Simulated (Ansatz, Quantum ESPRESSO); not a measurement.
# TiSi2: programs and potentials compared

```
CELL_PARAMETERS angstrom
-1.47287 1.71213 4.21208
1.47287 -1.71213 4.21208
1.47287 1.71213 -4.21208
ATOMIC_POSITIONS crystal
Ti 0.00000 0.00000 0.00000
Si 0.67008 0.67008 0.00000
Si 0.32992 0.32992 0.00000
```

The cell comes from a database or a generator and needn't be the stable form of this composition.

Alike in all runs: task band structure; functional PBEsol; k mesh 12 × 12 × 12; occupations fermi-dirac, width 0.05 eV; no spin polarisation; no spin-orbit coupling. Pressure is positive in compression and, in plane waves, holds the error of the finite cutoff, which Ansatz's Pulay term estimates and takes out.

| program and potentials | plane-wave cutoff (eV) | notes | pressure (GPa) | largest force (eV/Å) |
| --- | --- | --- | --- | --- |
| Quantum ESPRESSO, GBRV 1.5 PBEsol | 612 | 6.67 valence electrons an atom on average | -3.67 | 0.065 |
| Ansatz, PAW datasets made for the crystal | 260 | 4 valence electrons an atom on average | -3.63 | 0.067 |
| Ansatz, all-electron LAPW, scalar-relativistic | - | - | -3.63 | 0.067 |

Force on atom 2 (Si), eV/Å:

```csv
program and potentials,x,y,z
"Quantum ESPRESSO, GBRV 1.5 PBEsol",0.000,0.000,-0.065
"Ansatz, PAW datasets made for the crystal",0.000,0.000,-0.067
"Ansatz, all-electron LAPW, scalar-relativistic",0.000,0.000,-0.067
```

The pressure spans -3.67 (Quantum ESPRESSO, GBRV 1.5 PBEsol) to -3.63 GPa (Ansatz, all-electron LAPW, scalar-relativistic), with all-electron results at -3.63.

Differences between rows come from potentials, basis sets and numerical settings, since the functional is the same but for its coding. Runs on potential files found faulty are left out.
